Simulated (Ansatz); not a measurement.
Te: frozen-core PAW against all-electron methods

```
CELL_PARAMETERS angstrom
4.23410 -2.37120 0.00000
4.23410 2.37120 0.00000
-0.13045 0.00000 3.95735
ATOMIC_POSITIONS crystal
Te 0.67600 0.67600 0.67500
Te 0.32400 0.32400 0.32500
Te 0.00000 0.00000 0.00000
```

Atom numbers follow the list: Te1, Te2, Te3.

Conventional cell: a = 8.468 Å, b = 4.742 Å, c = 3.959 Å, α = 90.00°, β = 91.89°, γ = 90.00°. Te (atom 1) is surrounded by 6 Te at 2.99 to 3.25 Å. Around Te (atom 3) lie 6 Te at 2.99 to 3.10 Å.

The cell is COD entry 1533530, as deposited and not checked against the literature; nothing was relaxed.

Spin–orbit coupling is left out, though it moves levels of the heavy atoms by tenths of an eV or more.

All numbers are computed: DFT, LDA, PAW with Ansatz's default frozen-core files, scalar-relativistic (Ansatz 0.2.0); DFT, LDA, all-electron PAW with datasets made for the crystal, scalar-relativistic (Ansatz 0.2.0); DFT, LDA, all-electron LAPW, scalar-relativistic (Ansatz 0.2.0).

For PAW: a Γ-centred 8×8×8 k mesh, Fermi–Dirac smearing of 0.05 eV, cutoff 420 eV, no spin polarisation; the PAW files were made with PBE, and the program remakes their frozen cores for this functional. The crystal-made all-electron datasets (AE datasets) take a cutoff of 160 eV at this cell. LAPW targets a basis error of 1 meV/atom. The Ansatz runs share mesh, smearing and spin set-up. Plane-wave (PAW) pressures include the program's estimate of the Pulay term.

Stress and pressure are positive in compression.

Levels count from the Fermi level.

```csv
quantity,PAW,AE datasets,LAPW
pressure (GPa),4.71,4.74,4.75
stress xx (GPa),4.05,4.09,4.09
stress yy (GPa),4.23,4.27,4.27
stress zz (GPa),5.86,5.87,5.88
stress xz (GPa),0.99,0.99,0.99
"force on Te1, x (eV/Å)",-0.404,-0.404,-0.404
highest filled level at Γ (eV),-1.855,-1.858,-1.858
lowest empty level at Γ (eV),1.542,1.540,1.540
highest filled level at D2 (eV),-0.204,-0.205,-0.205
lowest empty level at D2 (eV),0.169,0.169,0.169
highest filled level at C (eV),-1.661,-1.663,-1.662
lowest empty level at C (eV),3.226,3.228,3.228
```

PAW's pressure differs from the LAPW value by -0.03 GPa.
